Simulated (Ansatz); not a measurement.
NiO2 under changes of volume

One of the cells (10.443 Å³/atom); the others are scaled copies at fixed shape and fractional positions:

```
Ni O
1.0
     2.79878    0.00000    0.00000
    -1.39939    2.42382    0.00000
     0.00000    0.00000    4.61827
Ni O
1 2
Direct
  0.00000 0.00000 0.50000
  0.33333 0.66667 0.29396
  0.66667 0.33333 0.70604
```

The cell comes from a database or a generator and needn't be the stable form of this composition.

```yaml
Program: Ansatz 0.2.0
Functional: LDA
Potentials_or_basis: Ansatz PAW
Cutoff: "420 eV (not typed: the program's choice for these potentials)"
k_mesh: 11 × 11 × 6
Occupations: fermi-dirac, width 0.05 eV
Spin: collinear spin, ferromagnetic start
Starting_moments: "[1.0, 0.0, 0.0] μB"
```

```csv
volume (Å³/atom),energy over the lowest point (meV/atom),pressure (GPa),gap on the mesh (eV),largest force (eV/Å)
9.816,0.00,1.0,0.88,0.022
10.025,1.71,-3.6,0.86,0.331
10.234,?,?,?,?
10.443,21.46,-11.3,0.81,0.874
10.652,38.28,-14.5,0.79,1.112
10.861,59.18,-17.4,0.78,1.332
11.070,83.55,-19.9,0.76,1.533
```

**Question.** What does the run at 10.234 Å³/atom give?

**Answer.** Energy over the lowest point 9.08 meV/atom; pressure -7.7 GPa; gap on the mesh 0.84 eV; largest force 0.614 eV/Å.

Worked out: A Birch-Murnaghan fit of order 3 (a polynomial in V^(-2/3)) to the other rows has its minimum at 9.86 Å³/atom with B0 = V·E''(V) = 223 GPa and B' = 4.5 at fixed shape and positions, which overstates the stiffness. It gives 9.07 meV/atom at 10.234 Å³/atom, against the run's 9.08, and -dE/dV = -7.6 GPa, against -7.7. A straight line through the other rows of the gap, of slope -1.01 eV per unit of ln V, gives 0.84 eV, against the run's 0.84.

Energies are extrapolated to zero smearing.

Caveats: odd divisions of the mesh miss points on the zone boundary, where band edges often lie, so the gap on the mesh can be too wide; the PAW data sets come from PBE, with cores solved anew for the run's functional, which leaves a small shift of forces and pressure; the starting moments weren't kept; forces of over 1 eV/Å show positions far from the minimum, so gaps and moduli don't describe the material at rest (some runs).

A mesh can miss the band edges.
